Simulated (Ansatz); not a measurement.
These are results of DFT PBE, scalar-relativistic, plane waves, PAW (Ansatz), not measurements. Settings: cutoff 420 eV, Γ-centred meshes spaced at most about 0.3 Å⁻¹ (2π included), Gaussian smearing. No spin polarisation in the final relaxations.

Temperature and zero-point effects are left out. Lower structures may exist.

Task: Order these relaxed structures of HfSiO4 by energy, lowest first, with the energy over the lowest of them.
A. Space group F222 (No. 22), orthorhombic, a = 5.136 Å, b = 7.030 Å, c = 7.745 Å. Around Hf lie 4 O at 2.19 Å, 4 O at 2.32 Å and 4 Si at 2.91 Å; Si has 4 O at 1.67–1.69 Å and 4 Hf at 2.91 Å; O on its first site has 1 Si at 1.67 Å and 2 Hf at 2.32 Å; O on its second site has 1 Si at 1.69 Å and 2 Hf at 2.19 Å.
B. Space group I4_1/amd (No. 141), tetragonal, a = 6.646 Å, c = 6.014 Å. Hf is surrounded by 4 O at 2.14 Å, 4 O at 2.28 Å and 2 Si at 3.01 Å; around Si lie 4 O at 1.64 Å and 2 Hf at 3.01 Å; O is surrounded by 1 Si at 1.64 Å, 1 Hf at 2.14 Å and 1 Hf at 2.28 Å.
C. Space group P-6m2 (No. 187), hexagonal, a = 5.602 Å, c = 3.195 Å. Around Hf lie 6 O at 2.16 Å and 2 Hf at 3.19 Å; around Si lie 2 O at 1.60 Å and 3 O at 1.78 Å; around O on a site of symmetry mm2 lie 1 Si at 1.78 Å and 2 Hf at 2.16 Å; around O on a site of symmetry -6m2 lie 2 Si at 1.60 Å.

Result: B (0 meV/atom), C (399 meV/atom), A (754 meV/atom). Forms: B zircon type, I4_1/amd; C P-6m2; A F222. Counting O atoms around Hf and Si (those within 1.25 times the shortest such distance or 1.15 times the sum of covalent radii; a plus sign parts nearer from farther groups): B has Hf 8, Si 4; C has Hf 6, Si 2+3; A has Hf 8, Si 4.

These runs have no spin–orbit coupling, which can matter for Hf. The I4_1/amd cell at 11.1 Å³/atom was relaxed from a cell as deposited in COD. With atoms moved at random, I4_1/amd came back. Other cells relaxed within their symmetry can be saddle points. Some candidate types were left out of the draw beforehand, so a known form may be missing.
